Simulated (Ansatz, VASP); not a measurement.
# K in VASP and in Ansatz

```
K
1.0
     4.07888    0.00000    0.00000
     0.00000    4.07888    0.00000
     0.00000    0.00000    4.07888
K
1
Direct
  0.00000 0.00000 0.00000
```

Alike in both runs: functional BLYP; dispersion D3(BJ); k mesh 7 × 7 × 7; occupations fermi-dirac, width 0.05 eV; no spin polarisation.

Ansatz relaxed the structure, and its values are those at the end. VASP's run is a single point on that final structure, the one shown.

|  | VASP | Ansatz |
| --- | --- | --- |
| version | VASP 6.6.1 | Ansatz 0.2.0 |
| potentials or method | VASP PAW PBE potentials, release 64 (K_sv) | plane waves, PAW |
| plane-wave cutoff (eV) | 520 | 420 |
| valence electrons in the cell | 9 | 9 |

VASP gave:

- pressure (GPa): 0.0
- dispersion energy (meV/atom): -296.2

Question: Estimate Ansatz's values.

Answer: Pressure (GPa): 0.0; dispersion energy (meV/atom): -296.3.

Caveats: the PAW data sets were made with another functional, which shifts forces and pressure a little (VASP); pairwise dispersion overbinds metals, which lowers pressure and volume.
